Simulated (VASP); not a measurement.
# InP (F-43m) in VASP: notebook, part 2 of 2

VASP 6.6.1.

## Step 3: Relaxation of cell and atoms, PBE

This run uses another cell than the first one, of 26.44 Å³/atom, 1.051 times its volume.

File INCAR:

```
ALGO = Normal ; EDIFF = 1E-7
EDIFFG = -0.005 ; ENCUT = 600
GGA = PE ; IBRION = 2
ISIF = 3 ; ISMEAR = 0
KPAR = 4 ; LASPH = True
LCHARG = False ; LREAL = False
LWAVE = False ; NELM = 80
NSW = 90 ; PREC = Accurate
SIGMA = 0.03
```

File KPOINTS:

```
k-points
0
Gamma
  8 8 8
```

File POSCAR:

```
InP                                     
1.0
    0.0000000000      2.9791538216      2.9791538216
    2.9791538216     -0.0000000000      2.9791538216
    2.9791538216      2.9791538216     -0.0000000000
  In              P             
     1     1
Direct
     0.0000000000000000    0.0000000000000000    0.0000000000000000
     0.2500000000000000    0.2500000000000000    0.2500000000000000
```

Potentials or basis: VASP PAW PBE potentials, release 64 (In_d, P).

On the command line:

```console
> cat potpaw_PBE.64/In_d/POTCAR potpaw_PBE.64/P/POTCAR > POTCAR
> mpirun -np 4 vasp_std > vasp.out
```

OUTCAR:

```text
EDIFF = 1E-7
   EDIFFG = -0.005
   ENCUT = 600
   GGA = PE
   IBRION = 2
   ISIF = 3
   ISMEAR = 0
   LASPH = True
   LREAL = False
   NELM = 80
   NSW = 90
   PREC = Accurate

 ion  position               nearest neighbor table
   1  0.000  0.000  0.000-   2 2.58   2 2.58   2 2.58   2 2.58
   2  0.250  0.250  0.250-   1 2.58   1 2.58   1 2.58   1 2.58

  LATTYP: Found a face centered cubic cell.
 ALAT       =     5.9583076432

  Lattice vectors:

 A1 = (   0.0000000000,   2.9791538216,   2.9791538216)
 A2 = (   2.9791538216,   0.0000000000,   2.9791538216)
 A3 = (   2.9791538216,   2.9791538216,   0.0000000000)

Analysis of symmetry for initial positions (statically):
=====================================================================
 Subroutine PRICEL returns:
 Original cell was already a primitive cell.

 Routine SETGRP: Setting up the symmetry group for a
 face centered cubic supercell.

 Subroutine GETGRP returns: Found 24 space group operations
 (whereof 24 operations were pure point group operations)
 out of a pool of 48 trial point group operations.

The static configuration has the point symmetry T_d .

Analysis of symmetry for dynamics (positions and initial velocities):
=====================================================================
 Subroutine PRICEL returns:
 Original cell was already a primitive cell.

 Routine SETGRP: Setting up the symmetry group for a
 face centered cubic supercell.

 Subroutine GETGRP returns: Found 24 space group operations
 (whereof 24 operations were pure point group operations)
 out of a pool of 48 trial point group operations.

The dynamic configuration has the point symmetry T_d .

 Subroutine INISYM returns: Found 24 space group operations
 (whereof 24 operations are pure point group operations),
 and found     1 'primitive' translations

----------------------------------------------------------------------------------------

                                     Primitive cell

  volume of cell :      52.8821

  direct lattice vectors                    reciprocal lattice vectors
     0.000000000  2.979153822  2.979153822    -0.167832891  0.167832891  0.167832891
[... 127 lines left out ...]

 Free energy of the ion-electron system (eV)
  ---------------------------------------------------
  ext. energy  EPLUGINS =         0.00000000
  ---------------------------------------------------
  free energy    TOTEN  =        -8.40628569 eV

  energy without entropy =       -8.40628569  energy(sigma->0) =       -8.40628569

 E-fermi :   4.8483     XC(G=0):  -9.0651

 val. band max:        4.6638979126   @ k =   0.0000   0.0000   0.0000
 cond. band min:       5.1058911315   @ k =   0.0000   0.0000   0.0000
 fundamental gap:      0.4419932190
 Fermi energy:         4.8482909441

 k-point     1 :       0.0000    0.0000    0.0000
  band No.  band energies     occupation
      1      -9.4335      2.00000
      2      -9.4335      2.00000
      3      -9.4335      2.00000
      4      -9.3048      2.00000
      5      -9.3048      2.00000
      6      -6.5266      2.00000
      7       4.6639      2.00000
      8       4.6639      2.00000
      9       4.6639      2.00000
     10       5.1059      0.00000
     11       8.7526      0.00000
     12       8.7526      0.00000
     13       8.7526      0.00000
[... 354 lines left out ...]
  band No.  band energies     occupation
      1      -9.5435      2.00000
      2      -9.3925      2.00000
      3      -9.3757      2.00000
      4      -9.3088      2.00000
      5      -9.2937      2.00000
      6      -4.6699      2.00000
      7      -0.6604      2.00000
      8       2.1380      2.00000
      9       3.1519      2.00000
     10       7.6870      0.00000
     11       8.8719      0.00000
     12      10.4356      0.00000
     13      11.7399      0.00000

 [... further k-points ...]

------------------------ aborting loop because EDIFF is reached ----------------------------------------

  FORCE on cell =-STRESS in cart. coord.  units (eV):
  Direction    XX          YY          ZZ          XY          YZ          ZX
  --------------------------------------------------------------------------------------
  -------------------------------------------------------------------------------------
  Total        0.0034572      0.0034572      0.0034572     -0.0000000     -0.0000000     -0.0000000
  in kB        0.1047420      0.1047420      0.1047420     -0.0000000     -0.0000000     -0.0000000
  external PRESSURE =       0.1047420 kB  Pullay stress =       0.0000000 kB

 VOLUME and BASIS-vectors are now :
 -----------------------------------------------------------------------------
  energy-cutoff  :      600.00
  volume of cell :       52.88
      direct lattice vectors                 reciprocal lattice vectors
     0.000000000  2.979153822  2.979153822    -0.167832891  0.167832891  0.167832891
     2.979153822  0.000000000  2.979153822     0.167832891 -0.167832891  0.167832891
     2.979153822  2.979153822  0.000000000     0.167832891  0.167832891 -0.167832891

 POSITION                                       TOTAL-FORCE (eV/Angst)
 -----------------------------------------------------------------------------------
      0.00000      0.00000      0.00000        -0.000000     -0.000000     -0.000000
      1.48958      1.48958      1.48958         0.000000      0.000000      0.000000
 -----------------------------------------------------------------------------------
    total drift:                               -0.000000     -0.000000      0.000000

  FREE ENERGIE OF THE ION-ELECTRON SYSTEM (eV)
  ---------------------------------------------------
  free  energy   TOTEN  =        -8.4062856920 eV

  energy  without entropy=       -8.4062856920  energy(sigma->0) =       -8.40628569

 reached required accuracy - stopping structural energy minimisation
```

CONTCAR:

```text
InP
   1.00000000000000
     0.0000000000000000    2.9791538216000002    2.9791538216000002
     2.9791538216000002    0.0000000000000000    2.9791538216000002
     2.9791538216000002    2.9791538216000002    0.0000000000000000
  In              P
     1     1
Direct
     0.0000000000000000    0.0000000000000000    0.0000000000000000
     0.2500000000000000    0.2500000000000000    0.2500000000000000

  0.00000000E+00  0.00000000E+00  0.00000000E+00
  0.00000000E+00  0.00000000E+00  0.00000000E+00
```

Wall time 8.5 s (4 MPI ranks of Intel Xeon Platinum 8488C (Sapphire Rapids), shared host); peak memory 0.21 GiB.

What came out:

```yaml
Free_energy: -8.4063 eV
Pressure_after_relaxing: 0.0 GPa
Band_gap_on_the_k_mesh: 0.44 eV, direct
```

Final structure:
```xyz
2
Lattice="0.0000 2.9792 2.9792 2.9792 0.0000 2.9792 2.9792 2.9792 0.0000" Properties=species:S:1:pos:R:3 pbc="T T T"
In    0.0000    0.0000    0.0000
P     1.4896    1.4896    1.4896
```

Levels at points of the mesh, in eV from the valence-band top:
| k point | band 7 | band 8 | band 9 | band 10 | band 11 | band 12 |
| --- | --- | --- | --- | --- | --- | --- |
| (0.00, 0.00, 0.00) | 0.00 | 0.00 | 0.00 | 0.44 | 4.09 | 4.09 |
| (0.50, 0.00, 0.00) | -5.48 | -0.90 | -0.90 | 1.38 | 4.80 | 4.80 |
| (0.50, 0.50, 0.00) | -5.54 | -2.16 | -2.16 | 1.84 | 2.26 | 8.91 |

Caveat: the relaxation stopped at its first step, so nothing moved; spin-orbit coupling is left out, which moves the levels of the heavy elements. As with any semilocal functional, this PBE gap is likely too small.

## Step 4: Relaxation of cell and atoms, PBE

File INCAR:

```
SYSTEM = InP
ALGO = Normal
EDIFF = 1E-6
EDIFFG = -0.01
ENCUT = 600
GGA = PE
IBRION = 2
ISIF = 3
ISMEAR = 0
LASPH = .TRUE.
LCHARG = .FALSE.
LREAL = .FALSE.
LWAVE = .FALSE.
NELM = 80
NSW = 90
PREC = Accurate
SIGMA = 0.03
```

File KPOINTS:

```
k-points
0
G
  8 8 8
  0 0 0
```

File POSCAR:

```
InP
1.0
    0.0000000000      2.9305000000      2.9305000000
    2.9305000000      0.0000000000      2.9305000000
    2.9305000000      2.9305000000      0.0000000000
In P
1 1
Direct
    0.0000000000      0.0000000000      0.0000000000
    0.2500000000      0.2500000000      0.2500000000
```

On the command line:

```console
> cat potpaw_PBE.64/In_d/POTCAR potpaw_PBE.64/P/POTCAR > POTCAR
> mpirun -np 1 vasp_std > vasp.out
```

Run time: 38 s. Hardware: 1 thread of Intel Xeon 6975P-C (Granite Rapids), shared host; peak memory 0.22 GiB.

Results (log left out):

* Free energy: -8.4060 eV
* Relaxed volume: 26.44 Å³/atom
* Relaxed cell: a = 4.213 Å, b = 4.213 Å, c = 4.213 Å, α = 60.00°, β = 60.00°, γ = 60.00°
* Space group after relaxing (to 0.05 Å): F-43m (No. 216)
* Energy gained by relaxing: 12.5 meV/atom
* Ionic steps: 3
* Pressure after relaxing: 0.0 GPa
* Band gap on the k mesh: 0.44 eV, direct

The path:
| step | energy change (eV) | largest force (eV/Å) | pressure (GPa) | volume (Å³) |
| --- | --- | --- | --- | --- |
| 1 | 0.0000 | 0.0000 | 3.30 | 50.33 |
| 2 | -0.0192 | 0.0000 | -1.39 | 54.20 |
| 3 | -0.0251 | 0.0000 | 0.01 | 52.88 |

Final structure:
```xyz
2
Lattice="0.0000 2.9792 2.9792 2.9792 0.0000 2.9792 2.9792 2.9792 0.0000" Properties=species:S:1:pos:R:3 pbc="T T T"
In    0.0000    0.0000    0.0000
P     1.4896    1.4896    1.4896
```

Levels at points of the mesh, in eV from the valence-band top:
| k point | band 7 | band 8 | band 9 | band 10 | band 11 | band 12 |
| --- | --- | --- | --- | --- | --- | --- |
| (0.00, 0.00, 0.00) | 0.00 | 0.00 | 0.00 | 0.44 | 4.09 | 4.09 |
| (0.50, 0.00, 0.00) | -5.48 | -0.90 | -0.90 | 1.38 | 4.80 | 4.80 |
| (0.50, 0.50, 0.00) | -5.54 | -2.16 | -2.16 | 1.84 | 2.26 | 8.91 |

Caveat: spin-orbit coupling is left out, which moves the levels of the heavy elements. Zero-point motion and thermal expansion aren't in these numbers.
